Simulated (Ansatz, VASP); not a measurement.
# ZnO in two plane-wave programs

Aim: how closely do two programs agree when they are given the same cell, functional and k mesh? The structure shown is the end of the Ansatz relaxation below.

Calculated with Ansatz 0.2.0; plane waves, with VASP 6.6.1 beside it; single point at PBEsol.

### Step 1. Set-up

Symmetry: P6_3mc, No. 186, hexagonal system. Conventional cell: a = 3.263 Å, b = 3.263 Å, c = 5.162 Å, α = 90.00°, β = 90.00°, γ = 120.00°. Nearest to Zn lie 4 O at 1.98 Å. O has 4 Zn at 1.98 Å nearest. Farther neighbours and most contacts between anions are not listed.

As a file:

```cif
data_structure
_symmetry_space_group_name_H-M 'P6_3mc'
_symmetry_Int_Tables_number 186
_cell_length_a 3.2631
_cell_length_b 3.2631
_cell_length_c 5.1623
_cell_angle_alpha 90.000
_cell_angle_beta 90.000
_cell_angle_gamma 120.000
_cell_volume 47.60
loop_
_atom_site_label
_atom_site_type_symbol
_atom_site_symmetry_multiplicity
_atom_site_Wyckoff_symbol
_atom_site_fract_x
_atom_site_fract_y
_atom_site_fract_z
_atom_site_occupancy
Zn1 Zn 2 b 0.33333 0.66667 0.00216 1
O1 O 2 b 0.66667 0.33333 0.11798 1
```

### Step 2. Ansatz: relaxation, PBEsol

Ansatz runs on its PAW soft_1 files.

This run makes the geometry at which the two programs are then compared.

input.yaml reads:

```yaml
crystal:
  lattice:
    - [3.26312517, 0.0, 0.0]
    - [-1.631562585, 2.8259492929, 0.0]
    - [0.0, 0.0, 5.184031062]
  atoms:
    - { symbol: Zn, position: [0.3333333, 0.6666667, 0.9995364] }
    - { symbol: Zn, position: [0.6666667, 0.3333333, 0.4995364] }
    - { symbol: O, position: [0.6666667, 0.3333333, 0.1206051] }
    - { symbol: O, position: [0.3333333, 0.6666667, 0.6206051] }
kpoints:
  mp_grid: { grid: [10, 10, 5] }
scf:
  occupations: { method: fermi_dirac, width: 0.02 }
hamiltonian:
  xc: pbesol
  pseudopotentials: { kind: paw, azcp: { folder: soft_1 }, xc_functional: pbe }
basis:
  ecutwfc: 600
output:
  forces: true
  stress: true
relax:
  f_tol: 0.005
  max_steps: 70
  cell: { stress_tol: 0.02, p_target: 0, fix: [a, b, alpha, beta, gamma] }
```

The run is started by

```console
> ansatz run input.yaml --threads 8 --pin off --max-ram 18432MiB --backend cpu --events-out ev --progress --plain --runs-dir out
```

Numbers of over 12 decimals in the logs are rounded to 6 here.

The program printed:

```text
Engine: ansatz 0.2.0, aarch64-unknown-linux-gnu
Pseudopotentials: kind: paw
Pseudopotential: Zn, paw, valence charge 12, recommended cutoff 420 eV (normal), soft_1/Zn.paw.azcp
Pseudopotential: O, paw, valence charge 6, recommended cutoff 420 eV (normal), soft_1/O.paw.azcp
Functional definition: PBEsol
  exchange = pbesol_x
  correlation = pbesol_c
Crystal: 4 atoms, lattice volume = 47.804 Å³
Basis set: ecut = 600 eV, 1617 PW (Γ), exchange–correlation on 54×54×90 points (8 copies of the dense FFT grid, shifted against one another)
Bands: 22, of which v1, the nominal top of the filled ones, is band 18 counted from 1 (17 counted from 0)
Symmetry: 12 space group operations
Space group: P63mc (ITA 186), of the structure as read, at distance tolerance 3.6e-5 Å
k-points: 42 of 500 (time reversal used)
Non-local potential: Zn, projectors of the file, l = 0: 2, l = 1: 2, l = 2: 3, l = 3: 1
Non-local potential: O, projectors of the file, l = 0: 2, l = 1: 2, l = 2: 1
PAW form: soft (Blöchl's): semilocal exchange-correlation on the pseudo side does not see the compensation charge
PAW frozen core: Zn, regenerated for the run's functional, and the local potential with it (the file was generated under x = pbe(κ = 0.804, μ = 0.219515), c = pbe(β = 0.066725))
PAW frozen core: O, regenerated for the run's functional, and the local potential with it (the file was generated under x = pbe(κ = 0.804, μ = 0.219515), c = pbe(β = 0.066725))
PAW one-centre angular grid: Zn, 590 points (default); XC on 64 Gauss nodes
PAW one-centre angular grid: O, 110 points (default); XC on 64 Gauss nodes
Initial density: superposition of atomic densities (chi_scale 0.1, normalization cell, long waves kept (reshape's long-wave potential 0.00 eV rms))
Initial wavefunctions: pseudopotential atomic-orbital guess
Functional: x = pbesol(κ = 0.804, μ = 0.123457), c = pbesol(β = 0.046)
SCF iter   1: F=—  HF=-7685.217210 eV  |F-HF|=—  |Δ(HF+E_count)|=         —  Δρ=1.11e-1  dr2=3.13e0  ethr=3.10e-3  ⟨swp⟩=6.2  Hψ=4795  notcnv=0
preconditioner: auto → Resta (q_TF=auto, 2.602 Å⁻¹)  ε∞=6.5  [insulator: Δε(μ)=1.047 eV  Ē_g=13.742 eV  σ=0.020 eV  W_gap=1.00  n_scr=22 (ndim 8)  ℏωp=32.2 eV  f_vac=0.000  D(μ)=0.00/eV (n_scr^D=0)  ε∞_Penn≈6.5]
SCF iter   2: F=—  HF=-7684.378742 eV  |F-HF|=—  |Δ(HF+E_count)|=   8.38e-1  Δρ=2.42e-2  dr2=2.00e-1  ethr=3.10e-3  ⟨swp⟩=2.8  Hψ=2176  notcnv=0
SCF iter   3: F=—  HF=-7684.264590 eV  |F-HF|=—  |Δ(HF+E_count)|=   1.14e-1  Δρ=1.73e-2  dr2=1.23e-1  ethr=5.55e-4  ⟨swp⟩=2.0  Hψ=2100  notcnv=0
SCF iter   4: F=—  HF=-7684.259521 eV  |F-HF|=—  |Δ(HF+E_count)|=   5.07e-3  Δρ=7.65e-3  dr2=1.88e-2  ethr=3.43e-4  ⟨swp⟩=2.0  Hψ=1763  notcnv=0
SCF iter   5: F=—  HF=-7684.271221 eV  |F-HF|=—  |Δ(HF+E_count)|=   1.17e-2  Δρ=2.15e-3  dr2=2.96e-3  ethr=5.21e-5  ⟨swp⟩=2.6  Hψ=2140  notcnv=0
SCF iter   6: F=—  HF=-7684.271255 eV  |F-HF|=—  |Δ(HF+E_count)|=   3.40e-5  Δρ=9.05e-4  dr2=2.80e-4  ethr=8.21e-6  ⟨swp⟩=2.6  Hψ=1812  notcnv=0
SCF iter   7: F=—  HF=-7684.271399 eV  |F-HF|=—  |Δ(HF+E_count)|=   1.44e-4  Δρ=1.83e-4  dr2=8.53e-6  ethr=7.79e-7  ⟨swp⟩=2.1  Hψ=1515  notcnv=0
SCF iter   8: F=—  HF=-7684.271406 eV  |F-HF|=—  |Δ(HF+E_count)|=   6.51e-6  Δρ=2.94e-5  dr2=4.81e-7  ethr=2.37e-8  ⟨swp⟩=2.0  Hψ=1587  notcnv=0
SCF iter   9: F=-7684.271406 eV  HF=-7684.271406 eV  |F-HF|=5.68e-9  |Δ(HF+E_count)|=   4.28e-7  Δρ=4.83e-6  dr2=1.18e-8  ethr=2.78e-10  ⟨swp⟩=5.0  Hψ=3851  notcnv=0
SCF 1 converged in 9 iterations: F = -7684.271406 eV  dr2 = 1.18e-8
  greatest PAW one-centre occupation: 0.987 electrons in one spin orbital (limit 2), on the Zn atom at site 1 (counted from 0), in its partial waves of l = 2
relax step   1: F+E_penalty+E_count = -7684.27140622 eV  Δ(F+E_penalty+E_count) = +0.000e0 eV  max|allowed force component| = 1.378e-1 eV/Å  Δτ_max = 0.0000 Å  P = -1.914 GPa  Ω = 47.804 Å³  fix = [a, b, alpha, beta, gamma]  reactions: a -3.092, b -3.092 GPa  (9 SCF iters, dr2 threshold 1.00e-7 eV, accepted)
[...]
relax step   2: F+E_penalty+E_count = -7684.27255466 eV  Δ(F+E_penalty+E_count) = -1.148e-3 eV  max|allowed force component| = 1.148e-1 eV/Å  Δτ_max = 0.0026 Å  P = -1.756 GPa  Ω = 47.743 Å³  energy of the carried Pulay correction = +1.185e-5 eV  fix = [a, b, alpha, beta, gamma]  reactions: a -2.879, b -2.879 GPa  (4 SCF iters, dr2 threshold 4.00e-7 eV, accepted)
[...]
relax step   3: F+E_penalty+E_count = -7684.27306841 eV  Δ(F+E_penalty+E_count) = -5.138e-4 eV  max|allowed force component| = 5.496e-2 eV/Å  Δτ_max = 0.0114 Å  P = -2.274 GPa  Ω = 47.905 Å³  energy of the carried Pulay correction = -1.932e-5 eV  fix = [a, b, alpha, beta, gamma]  reactions: a -2.522, b -2.522 GPa  (6 SCF iters, dr2 threshold 4.00e-7 eV, accepted)
[...]
relax step   4: F+E_penalty+E_count = -7684.27487548 eV  Δ(F+E_penalty+E_count) = -1.807e-3 eV  max|allowed force component| = 8.513e-4 eV/Å  Δτ_max = 0.0004 Å  P = -1.426 GPa  Ω = 47.604 Å³  energy of the carried Pulay correction = +3.860e-5 eV  fix = [a, b, alpha, beta, gamma]  reactions: a -2.130, b -2.130 GPa  (5 SCF iters, dr2 threshold 4.00e-7 eV, accepted)
[...]
relax step   5: F+E_penalty+E_count = -7684.27483554 eV  Δ(F+E_penalty+E_count) = +3.994e-5 eV  max|allowed force component| = 8.931e-4 eV/Å  Δτ_max = 0.0000 Å  P = -1.426 GPa  Ω = 47.604 Å³  fix = [a, b, alpha, beta, gamma]  reactions: a -2.130, b -2.130 GPa  stress off target by 1.83e-2 GPa on what of the cell is left free  SCF on the basis re-selected at this cell (its energy is not comparable with the rows above)  (9 SCF iters)
basis re-selected at this cell: Δ(F+E_penalty+E_count) = +3.994e-5 eV, ΔP = +0.000 GPa vs the last step (what re-selecting the basis moved, of the pressure what is left beyond the Pulay correction that the steps carried, after the strain that the cell walked since its last selection, with what the two solves' SCF thresholds leave and, on support functions, any second-order correction that the steps lacked; it is no m [...]
SCF converged after 9 iterations
Free energy (F): -7684.274836 eV
Harris-Foulkes:  -7684.274836 eV  (|F-HF|=9.09e-13)
Internal energy: -7684.274836 eV  (E = F + TS)
E sigma→0 (E₀):  -7684.274836 eV
Fermi energy:    7.372981 eV
--- Per-component energies (eV) ---
  E_band       = 57.782938
  E_kinetic    = 628.245951
  E_local      = -4440.856364  (includes V_loc(G=0)·N_el)
  E_nonlocal   = 1759.928521
  E_hartree    = 1663.778372
  E_xc         = -294.913189
  E_vxc        = -281.629178  (∫ρ·V_xc dr)
  E_paw        = -4039.811449  (= ΣΔE_a)
  E_vpaw       = -935.463140  (= ΣTr[D̂ρ^β])
  E_aug_tail   = 0.000409  (compensation charges beyond the density's cutoff)
  E_ewald      = -2962.312373
  E_core_change = 1.665288  (= ΣΔE_core)
  E_smearing   = -0.000000  (= −TS)
  E_closure    = -0.000000  (closes the sum)
  Σ components = -7684.274836   (vs F -7684.274836, Δ=0.00e0)
--- Forces (eV/Å), atoms counted from 1 ---
  atom   1  Zn     0.00000000     0.00000000     0.00089321
  atom   2  Zn     0.00000000    -0.00000000     0.00089321
  atom   3  O      0.00000000     0.00000000    -0.00089308
  atom   4  O     -0.00000000    -0.00000000    -0.00089308
  max |Σ_I F_I| component: 2.60e-7 eV/Å
--- Stress (GPa, compression-positive) ---
       -2.130486       0.000000      -0.000000
        0.000000      -2.130486       0.000000
       -0.000000       0.000000      -0.018282
  P = ⅓ Tr σ = -1.4264 GPa (-14.264 kbar)
--- Relaxed structure (4 steps of the walk, 4 accepted, 1 SCFs on fresh bases) ---
  F+E_penalty+E_count = -7684.27483554 eV   max|allowed force component| = 8.931e-4 eV/Å   (the final SCF, on the basis selected at the relaxed cell)
  cell:  # Å, volume = 47.6038 Å³
    - [3.263125, 0, 0]
    - [-1.631563, 2.825949, 0]
    - [0, 0, 5.162300]
  atoms:
    - { symbol: Zn, position: [0.333333, 0.666667, 1.002160] }
    - { symbol: Zn, position: [0.666667, 0.333333, 0.502160] }
    - { symbol: O, position: [0.666667, 0.333333, 0.117981] }
    - { symbol: O, position: [0.333333, 0.666667, 0.617981] }
```

In the SCF lines HF is the Harris–Foulkes energy and dr2 the Hartree energy of the density residual, in eV; the loop may stop once dr2 is under the threshold and the program's other checks hold. Hψ counts applications of the Hamiltonian.

### Step 3. VASP: single point, PBEsol, pair 1

The same cell, functional, mesh and smearing now go to VASP, with its own data sets.

Lines of VASP's logs that name or quote its potential files are left out, and so is its time.

INCAR reads:

```
SYSTEM = ZnO
PREC = Accurate
ENCUT = 600
EDIFF = 1E-06
NELM = 120
ISMEAR = -1
SIGMA = 0.02
LREAL = .FALSE.
ALGO = Normal
GGA = PS
NBANDS = 24
LORBIT = 11
LWAVE = .FALSE.
LCHARG = .FALSE.
ISIF = 2
LASPH = .TRUE.
GGA_COMPAT = .FALSE.
EFERMI = MIDGAP
KPAR = 2
```

POSCAR reads:

```
ZnO
1.0
    3.2631251700      0.0000000000      0.0000000000
   -1.6315625850      2.8259492929      0.0000000000
    0.0000000000      0.0000000000      5.1622995008
Zn O
2 2
Direct
    0.3333333334      0.6666666668      0.0021601637
    0.6666666668      0.3333333334      0.5021601637
    0.6666666668      0.3333333334      0.1179813363
    0.3333333334      0.6666666668      0.6179813363
```

KPOINTS reads:

```
Automatic mesh
0
Gamma
10 10 5
0 0 0
```

Potentials, in the order of the species: Zn and O (PBE family, release 64).

The run is started by

```console
> mpirun -np 2 vasp_std
```

The program printed:

```text
[banner, memory and clock lines left out]
running    2 mpi-ranks, on    1 nodes
 distrk:  each k-point on    1 cores,    2 groups
 distr:  one band on    1 cores,    1 groups

 POSCAR found type information on POSCAR ZnO
 POSCAR found :  2 types and       4 ions
|                                                                             |
|               ----> ADVICE to this user running VASP <----                  |
|                                                                             |
|     You enforced a specific xc type in the INCAR file but a different       |
|     [... a line on the potential file left out ...]
|     I HOPE YOU KNOW WHAT YOU ARE DOING!                                     |
|                                                                             |

 LDA part: xc-table for (Slater+PW92), standard interpolation
 POSCAR, INCAR and KPOINTS ok, starting setup
 FFT: planning ... GRIDC
 FFT: planning ... GRID_SOFT
 FFT: planning ... GRID
 WAVECAR not read
 entering main loop
       N       E                     dE             d eps       ncg     rms          rms(c)
DAV:   1     0.300389411173E+03    0.30039E+03   -0.20132E+04  2040   0.239E+03
DAV:   2     0.739939035832E+01   -0.29299E+03   -0.27682E+03  2216   0.449E+02
DAV:   3    -0.217290285050E+02   -0.29128E+02   -0.28903E+02  2304   0.147E+02
DAV:   4    -0.222048236084E+02   -0.47580E+00   -0.47552E+00  2368   0.196E+01
DAV:   5    -0.222077686256E+02   -0.29450E-02   -0.29450E-02  2296   0.147E+00    0.140E+01
DAV:   6    -0.193147097242E+02    0.28931E+01   -0.77863E+00  3576   0.657E+01    0.906E+00
DAV:   7    -0.194551680946E+02   -0.14046E+00   -0.23704E+00  2096   0.170E+01    0.536E+00
DAV:   8    -0.194584546836E+02   -0.32866E-02   -0.59428E-01  2944   0.753E+00    0.162E+00
DAV:   9    -0.194087744500E+02    0.49680E-01   -0.11114E-01  3096   0.632E+00    0.355E-01
DAV:  10    -0.194109199330E+02   -0.21455E-02   -0.42492E-02  2048   0.147E+00    0.124E-01
DAV:  11    -0.194108916517E+02    0.28281E-04   -0.10999E-03  2784   0.456E-01    0.294E-02
DAV:  12    -0.194109201382E+02   -0.28487E-04   -0.89928E-05  2880   0.212E-01    0.195E-02
DAV:  13    -0.194109186946E+02    0.14436E-05   -0.15968E-05  2696   0.107E-01    0.823E-03
DAV:  14    -0.194109188322E+02   -0.13753E-06   -0.56564E-06  2120   0.311E-02
   1 F= -.19410919E+02 E0= -.19410919E+02  d E =-.115332E-09
```

OUTCAR, selected parts (step 3):

```text
ion  position               nearest neighbor table
   1  0.333  0.667  0.002-   3 1.98   3 1.98   3 1.98   4 1.98
   2  0.667  0.333  0.502-   4 1.98   4 1.98   4 1.98   3 1.98
   3  0.667  0.333  0.118-   1 1.98   1 1.98   1 1.98   2 1.98
   4  0.333  0.667  0.618-   2 1.98   2 1.98   2 1.98   1 1.98

  LATTYP: Found a hexagonal cell.
 ALAT       =     3.2631251700
 C/A-ratio  =     1.5820108736

 Subroutine GETGRP returns: Found 12 space group operations
 (whereof  6 operations were pure point group operations)

The static configuration has the point symmetry C_3v.
 The point group associated with its full space group is C_6v.

 Found     42 irreducible k-points:

   k-points           NKPTS =     42   k-points in BZ     NKDIM =     42   number of bands    NBANDS=     24

   dimension x,y,z NGX =    28 NGY =   28 NGZ =   42
   dimension x,y,z NGXF=    56 NGYF=   56 NGZF=   84

   ENCUT  =  600.0 eV  44.10 Ry    6.64 a.u.   6.52  6.52 10.31*2*pi/ulx,y,z

   NELECT =      36.0000    total number of electrons

 k-points in reciprocal lattice and weights: Automatic mesh
   0.00000000  0.00000000  0.00000000       0.002
   0.10000000 -0.00000000  0.00000000       0.012
   0.20000000 -0.00000000  0.00000000       0.012
   0.30000000  0.00000000  0.00000000       0.012
   0.40000000 -0.00000000  0.00000000       0.012
   0.50000000  0.00000000  0.00000000       0.006
   0.10000000  0.10000000  0.00000000       0.012
   0.20000000  0.10000000  0.00000000       0.024
   0.30000000  0.10000000  0.00000000       0.024
[...]
0.40000000  0.20000000  0.40000000       0.024
   0.30000000  0.30000000  0.40000000       0.024

 average (electrostatic) potential at core
       1 -35.6520       2 -35.6520       3 -73.1899       4 -73.1899

 E-fermi :   1.3934

 k-point     1 :       0.0000    0.0000    0.0000
  band No.  band energies     occupation
    ...
     14       0.2321      2.00000
     15       0.2321      2.00000
     16       0.9550      2.00000
     17       1.0381      2.00000
     18       1.0381      2.00000
     19       1.7378      0.00000
     20       6.0805      0.00000
     21       9.2778      0.00000
     22      13.6427      0.00000
     23      13.6427      0.00000
    ...

 k-point     2 :       0.1000   -0.0000    0.0000
  band No.  band energies     occupation
    ...
     14      -0.1351      2.00000
     15       0.0935      2.00000
     16       0.4091      2.00000
     17       0.8885      2.00000
     18       0.9633      2.00000
     19       2.5011      0.00000
     20       6.4994      0.00000
     21       9.2627      0.00000
     22      12.6427      0.00000
     23      13.7545      0.00000
    ...

 k-point     3 :       0.2000   -0.0000    0.0000
  band No.  band energies     occupation
    ...
     14      -0.9986      2.00000
     15      -0.3367      2.00000
     16      -0.2671      2.00000
     17       0.6848      2.00000
     18       0.7582      2.00000
     19       3.6287      0.00000
     20       7.4465      0.00000
     21       9.1991      0.00000
     22      11.1175      0.00000
     23      13.0357      0.00000
    ...

  Total       -0.4548193     -0.4548193      0.1808964      0.0000000      0.0000000      0.0000000
  in kB      -15.3076383    -15.3076383      6.0883435      0.0000000      0.0000000      0.0000000
  external PRESSURE =      -8.1756444 kB  Pullay stress =       0.0000000 kB

  energy-cutoff  :      600.00
  volume of cell :       47.60
      direct lattice vectors                 reciprocal lattice vectors
     3.263125170  0.000000000  0.000000000     0.306454686  0.176931696  0.000000000
    -1.631562585  2.825949293  0.000000000     0.000000000  0.353863391  0.000000000
     0.000000000  0.000000000  5.162299501     0.000000000  0.000000000  0.193712124

 POSITION                                       TOTAL-FORCE (eV/Angst)
 -----------------------------------------------------------------------------------
      0.00000      1.88397      0.01115         0.000000      0.000000      0.003640
      1.63156      0.94198      2.59230         0.000000     -0.000000      0.003640
      1.63156      0.94198      0.60905         0.000000     -0.000000     -0.003640
      0.00000      1.88397      3.19020        -0.000000     -0.000000     -0.003640
 -----------------------------------------------------------------------------------
    total drift:                               -0.000000     -0.000000     -0.000212

  FREE ENERGIE OF THE ION-ELECTRON SYSTEM (eV)
  ---------------------------------------------------
  free  energy   TOTEN  =       -19.4109188322 eV

  energy  without entropy=      -19.4109188320  energy(sigma->0) =      -19.41091883

 total charge
# of ion       s       p       d       tot
------------------------------------------
    1        0.462   0.493   9.903  10.858
    2        0.462   0.493   9.903  10.858
    3        1.541   3.438   0.000   4.979
    4        1.541   3.438   0.000   4.979
--------------------------------------------------
tot          4.006   7.863  19.806  31.675

[... 3 further parts left out ...]
```

The run ends at a pressure of -0.82 GPa, with forces up to 0.0036 eV/Å.

### Step 4. Side by side

Known differences besides the potentials themselves: Ansatz makes its cores anew for this functional, VASP keeps those of its PBE data sets; Ansatz's pressure holds a Pulay correction, VASP's none. Total energies have different zeros and are not compared.

Compared:

| quantity | Ansatz | VASP | difference |
| --- | --- | --- | --- |
| pressure (GPa) | -1.43 | -0.82 | -0.61 |
| gap on the k mesh (eV) | 0.714 | 0.700 | +0.014 |

At this near-relaxed geometry the largest component of a force difference is 3 meV/Å. A gap on the mesh is an upper bound, since the band edges may lie between its points.

### Step 5. Ansatz: relaxation, PBEsol

This run makes the geometry at which the two programs are then compared. The cell compared in this pair holds 48.01 Å³, against 47.60 Å³ for the pair before.

The structure compared here is the end of the Ansatz relaxation.

input.yaml: that of step 2 with these lines changed.

```diff
@@ -2,5 +2,5 @@
   lattice:
-    - [3.26312517, 0.0, 0.0]
-    - [-1.631562585, 2.8259492929, 0.0]
-    - [0.0, 0.0, 5.184031062]
+    - [3.29543334, 0.0, 0.0]
+    - [-1.64771667, 2.8539289889, 0.0]
+    - [0.0, 0.0, 5.152739124]
   atoms:
```

The run is started by

```console
> ansatz run input.yaml --threads 8 --pin off --max-ram 18432MiB --backend cpu --events-out ev --progress --plain --runs-dir out
```

The program printed:

```text
[...]
Crystal: 4 atoms, lattice volume = 48.461 Å³
Basis set: ecut = 600 eV, 1641 PW (Γ), exchange–correlation on 54×54×90 points (8 copies of the dense FFT grid, shifted against one another)
Bands: 22, of which v1, the nominal top of the filled ones, is band 18 counted from 1 (17 counted from 0)
Symmetry: 12 space group operations
[...]
k-points: 42 of 500 (time reversal used)
[...]
--- Relaxed structure (4 steps of the walk, 4 accepted, 1 SCFs on fresh bases) ---
[...]
cell:  # Å, volume = 48.0089 Å³
    - [3.295433, 0, 0.0]
    - [-1.647717, 2.853929, 0.0]
    - [0.0, 0.0, 5.104653]
  atoms:
    - { symbol: Zn, position: [0.333333, 0.666667, 1.005001] }
    - { symbol: Zn, position: [0.666667, 0.333333, 0.505001] }
    - { symbol: O, position: [0.666667, 0.333333, 0.115140] }
    - { symbol: O, position: [0.333333, 0.666667, 0.615140] }
[key lines of the parts left out:]
SCF converged after 8 iterations
Free energy (F): -7684.256426 eV
Fermi energy:    7.235220 eV
P = ⅓ Tr σ = -2.7244 GPa (-27.244 kbar)
```

(Part 1 of 2 ends here.)

[Lines on the potential files, build, host, timing and source positions are cut from VASP's logs without a mark.]

[Logs are printed without paths, hosts, clocks, repeated set-up lines and the standing remarks that a program may print on its own settings, such as how far it seeks lower states.]

[Hosts, paths, dates, database ids (printed as entryN), source tags and the programs' standing remarks are cut or masked in the printed files.]
